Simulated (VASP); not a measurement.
The system is H.

```xyz
1
Lattice="2.6496 0.0000 0.0000 0.0000 2.6496 0.0000 0.0000 0.0000 0.9805" Properties=species:S:1:pos:R:3 pbc="T T T"
H     0.0000    0.0000    0.4902
```

| Item | Value |
| --- | --- |
| Program | VASP 6.6.1 |
| Task | relaxation of cell and atoms |
| Functional | PBE |
| Potentials or basis | VASP PAW PBE potentials, release 54 (H) |
| Cutoff | 900 eV |
| k mesh | 10 × 10 × 26 |
| Occupations | fermi-dirac, width 0.05 eV |
| Spin | no spin polarisation |

At the start: pressure 1.8 GPa; volume 6.88 Å³/atom.

Question: Where does the relaxation end?

Answer: Over 8 steps the energy falls by 19.1 meV/atom and the volume is 11.15 Å³/atom (+61.9 %); space group P4/mmm (No. 123, to 0.05 Å).

Step by step:
| step | energy change (eV) | largest force (eV/Å) | pressure (GPa) | volume (Å³) |
| --- | --- | --- | --- | --- |
| 1 | 0.0000 | 0.0000 | 1.82 | 6.88 |
| 2 | -0.0012 | 0.0000 | 1.69 | 6.96 |
| 3 | -0.0044 | 0.0000 | 1.34 | 7.20 |
| 4 | -0.0094 | 0.0000 | 0.76 | 7.69 |
| 5 | -0.0152 | 0.0000 | -0.06 | 8.71 |
| 6 | -0.0175 | 0.0000 | -0.98 | 10.97 |
| 7 | -0.0189 | 0.0000 | 0.31 | 11.21 |
| 8 | -0.0191 | 0.0000 | -0.03 | 11.15 |

Final structure:
```
H
1.0
     3.36265    0.00000    0.00000
     0.00000    3.36265    0.00000
     0.00000    0.00000    0.98589
H
1
Direct
  0.00000 0.00000 0.50000
```

Caveat: the volume moved by over 15 % at a fixed basis, so the end points are rough.
